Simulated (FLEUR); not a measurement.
**C under changes of volume**

One of the cells (5.672 Å³/atom); the others are scaled copies at fixed shape and fractional positions:

```xyz
2
Lattice="0.0000 1.7834 1.7834 1.7834 0.0000 1.7834 1.7834 1.7834 0.0000" Properties=species:S:1:pos:R:3 pbc="T T T"
C     2.6751    2.6751    2.6751
C     1.7834    1.7834    1.7834
```

This isn't the form of C at room conditions, which is graphite.

```yaml
Program: FLEUR MaX-R8.1 (patched build s14)
Functional: LDA (von Barth-Hedin)
Potentials_or_basis: all-electron
Basis: FLAPW
Kmax: 5.19 1/bohr
k_mesh: 13 × 13 × 13
Occupations: fermi-dirac, width 0.05 eV
Spin: no spin polarisation
```

| volume (Å³/atom) | energy over the lowest point (meV/atom) | gap on the mesh (eV) |
| --- | --- | --- |
| 5.332 | 9.36 | 4.27 |
| 5.445 | 0.00 | 4.22 |
| 5.672 | 2.89 | 4.12 |
| 5.899 | 30.52 | 4.03 |
| 6.012 | ? | ? |

Question: What does the run at 6.012 Å³/atom give?

Answer: Energy over the lowest point 52.11 meV/atom; gap on the mesh 3.98 eV.

Worked out: A Birch-Murnaghan fit of order 2 (a polynomial in V^(-2/3)) to the other rows has its minimum at 5.53 Å³/atom with B0 = V·E''(V) = 479 GPa. It gives 51.99 meV/atom at 6.012 Å³/atom, against the run's 52.11. A straight line through the other rows of the gap, of slope -2.38 eV per unit of ln V, extrapolates to 3.98 eV, against the run's 3.98.

Energies are extrapolated to zero smearing.

Caveats: an odd mesh through Γ misses points on the zone boundary, where band edges often lie.
